When lead telluride is stretched evenly in all directions, its band gap opens, because the top of the valence band is held up by a repulsion that fades as the atoms move apart. The gap lies at the point L of the Brillouin zone, where the electron wave changes sign from one layer of like atoms to the next. At the zone centre Γ, where all cells are in phase, the same stretching makes the gap smaller. One crystal thus answers the same strain in two opposite ways, and the reason lies in which atomic orbitals are allowed to mix at each point.

G0W0 calculations with Yambo 5.3.0 (plasmon-pole model, 75 bands, 6 Ry screening and 80 Ry exchange cutoffs) on Quantum ESPRESSO PBEsol states of rock-salt PbTe, without spin–orbit coupling. The k mesh is 4 × 4 × 4 for GW and 8 × 8 × 8 for the ground state, with PseudoDojo 0.4.1 SR standard potentials and a 1088 eV wave cutoff.

| volume (Å³/atom) | shortest distance (Å) | qp gap (eV) | ks gap same states (eV) | qp gap at gamma (eV) |
| --- | --- | --- | --- | --- |
| 29.682 | 3.096 | 0.592 | 0.347 | 6.471 |
| 31.031 | 3.142 | 0.747 | 0.472 | 6.256 |
| 32.380 | 3.187 | 0.890 | 0.579 | 6.051 |
| 33.730 | 3.231 | 1.022 | 0.670 | 5.854 |
| 35.079 | 3.274 | 1.096 | 0.748 | 5.664 |
| 36.428 | 3.315 | 1.174 | 0.814 | 5.478 |

The column "ks gap same states" is the gap at L between Kohn–Sham levels, the one-electron levels of density-functional theory. The column "qp gap" is the gap between the same two states after the GW correction, which treats the energy of adding or removing an electron more fully. The ground state was computed with Quantum ESPRESSO on a denser k mesh than that of the GW step. From the most squeezed cell to the widest, the Kohn–Sham gap grows from 0.347 to 0.814 eV and the GW gap from 0.592 to 1.174 eV. About 80 percent of the GW opening is therefore already present in the Kohn–Sham levels, and the explanation can start there.

Consider a lead atom with a tellurium neighbour on its left and another on its right, each carrying a p orbital that points along the line. At Γ the two tellurium orbitals have the same sign. A p orbital on the lead atom, with one positive and one negative lobe, then mixes with both in the same sense, while a round s orbital meets a positive lobe on one side and a negative lobe on the other, so that its mixing cancels. At L the wave changes sign between the two tellurium atoms and the situation is reversed: the lead s orbital mixes and the lead p orbital does not.

This symmetry argument explains the behaviour at Γ. The valence level there is mainly tellurium p and the conduction level mainly lead p, and the two mix with each other. Mixing drives two levels apart, and it is stronger when the atoms are close. Stretching weakens it and lets the levels approach, so the gap at Γ shrinks by about 1 eV over the series in both the Kohn–Sham and the GW levels.

At L the two band edges do not mix with each other through neighbouring lead and tellurium p orbitals. Each is pushed from below by a deeper, filled s level instead. The lead 6s level pushes up the tellurium p level that forms the valence top, and the tellurium 5s level pushes up the lead p level that forms the conduction edge. Stretching weakens both pushes, so their effect on the gap depends on which edge loses more.

Theory gives a reason to expect the larger loss at the valence top. The push between two levels grows with the square of their coupling and falls with the energy that separates them. Lead 6s lies fairly close below tellurium 5p. Tellurium 5s lies much further below lead 6p, so its push on the conduction edge is weaker.

The levels at L allow this picture to be followed in numbers. Symmetry lets only one combination of the tellurium p orbitals, the one pointing along the direction of the wave, mix with lead s. The combinations at right angles to it escape that push and form the second valence level. The conduction side has a similar pair, with the edge as the combination along the wave and the second conduction level at right angles to it. These assignments follow the known order of levels in the lead salts, since the runs used here give energies but no orbital shapes. The second levels can then serve as markers inside the same crystal, and the gap can be written as

$$E_g = S - a - b .$$

Here $E_g$ is the Kohn–Sham gap at L and $S$ is the distance from the second valence level to the second conduction level. The term $a$ is the height of the valence top above the second valence level, and $b$ is the depth of the conduction edge below the second conduction level. The relation is exact by construction, so it cannot prove the orbital picture. It does show which level distances change as the gap opens.

In the most squeezed cell the sum reads $2.180 - 1.343 - 0.490 = 0.347$ eV. The two marker levels are more than 2 eV apart, but the valence top stands so far above its marker that most of this distance is used up. Measured against these markers, the small gap of the squeezed crystal is chiefly the result of a high valence top.

In the widest cell the same sum reads $2.062 - 0.628 - 0.620 = 0.814$ eV. The markers have moved slightly closer and the conduction edge has sunk a little further below its own marker, and both changes work against the opening. The height of the valence top above its marker, however, has fallen to less than half its former size. That one change outweighs the other two and opens the gap.

The height $a$ should not be taken as the size of the lead 6s push itself. Coupling among the tellurium atoms pulls the same level down, so $a$ is what remains of two opposing effects, and the calculation does not separate them. Coupling among the lead atoms is expected to pull the conduction edge down in the same way, which would explain why that edge lies below its marker although tellurium 5s pushes it up. Energies in crystals of different volume also have no common zero, so the share of the opening assigned to each edge depends on the marker chosen. The opening itself does not.

The opening also slows down. The first expansion step adds 0.125 eV to the Kohn–Sham gap and the last, equally large in volume, only 0.066 eV. Over the same two steps the loss in the height $a$ falls from 0.174 to 0.114 eV, which accounts for practically the whole slowdown. A repulsion based on orbital overlap is expected to behave in this way: as the overlap dies away with distance, each further step has less of it left to remove. A smaller part of the slowdown is geometric, because equal steps in volume lengthen the contacts by 0.046 Å at first but by only 0.041 Å at the end.

For practical use the trend can be condensed into a slope. Between the cells at 32.380 and 35.079 Å³ per atom, which lie on either side of the unscaled reference cell at 33.730, the Kohn–Sham gap grows by $0.748 - 0.579 = 0.169$ eV. Dividing by the logarithm of the volume ratio gives about 21 meV for each percent of volume. The measured gap of this compound is only a few tenths of an electronvolt, so a volume change of even one percent should shift it noticeably.

The slope can be tried on the two end cells, which were not used to obtain it. The widest cell has 8 percent more volume than the reference cell, or 7.7 percent on the logarithmic scale, and the slope predicts an opening of 0.16 eV. The calculated opening is $0.814 - 0.670 = 0.144$ eV, so the estimate is about an eighth too large.

For the most squeezed cell the slope predicts that the gap closes by 0.27 eV, while the calculated closing is $0.670 - 0.347 = 0.323$ eV. The estimate is now about a sixth too small. Both misses come from the slowdown just described: a straight line overstates the effect of stretching and understates that of squeezing. The slope serves for strains of a few percent in volume and gives only the rough size beyond that.

The GW gap follows the same course with one irregularity. Up to the reference cell the GW correction, the difference between the two gaps, grows from 0.245 to 0.352 eV. The separate terms of the runs show where this growth comes from. The new exchange term, less the density-functional energy that it replaces, widens the gap more strongly as the cell grows. The correlation term, which carries the screening, takes back only part of that. In the next cell the growth halts, with a correction of 0.348 eV, and in the last cell it resumes and reaches 0.360 eV.

Because of this halt, the step in the GW gap drops from 0.132 eV just before the reference cell to 0.074 eV just after it, although the Kohn–Sham gap passes through the same region smoothly. Most of the break comes from the conduction edge. For that level GW removes the exchange-correlation energy of density-functional theory and puts exchange and correlation terms of its own in its place. The difference between the new exchange term and the energy removed hardly changes in the step up to the reference cell, then falls by about 0.05 eV in the next one.

Nothing in the crystal changes abruptly at this volume, so the break is probably numerical. One possible source is that a fixed energy cutoff admits a number of plane waves that changes in jumps as the cell grows, but this is a guess that the results do not test. Repeating the cells on both sides of the break with higher cutoffs would show whether it survives. More bands alone are unlikely to remove it, because the exchange term and the density-functional energy, in which the break already appears, contain no empty levels. Until then no local GW slope can be trusted near the reference cell. The Kohn–Sham slope is smooth but may be too small, since over the whole series the GW gap opens by about a quarter more.

The size of the gap needs more caution than its direction of change. The calculation leaves out spin–orbit coupling, which is strong in lead and lowers the gap of this compound by several tenths of an electronvolt. This is a main reason why the GW gap of 1.022 eV in the reference cell is far above the measured value, roughly 0.2 to 0.3 eV as commonly quoted. The GW results are also not converged in bands, cutoffs and mesh, and the outer d electrons are treated without the s and p electrons of the same shell, which can disturb the exchange term.

The missing coupling matters most in the squeezed cells, where the calculated gap is already small. There it could bring the two band edges together or even exchange them. Once they had changed places, further squeezing would widen the gap again. The steady closing under compression seen here therefore belongs to the calculation without spin–orbit coupling and should not be carried over unchecked to strongly compressed real crystals.

Gallium arsenide makes a useful contrast. Its gap lies at Γ, and its conduction edge is an antibonding level that rises quickly when the atoms are pressed together, so squeezing widens the gap. Lead sulfide and lead selenide share the crystal structure of the telluride and the filled 6s level of lead, and their gaps are known to narrow under pressure as this one does. To guess the trend in a related crystal, ask what each band edge mixes with. If the edges repel each other, or if a deeper filled level pushes up mainly the conduction edge, as in gallium arsenide, stretching tends to close the gap. If such a level holds up mainly the valence top, stretching tends to open it.
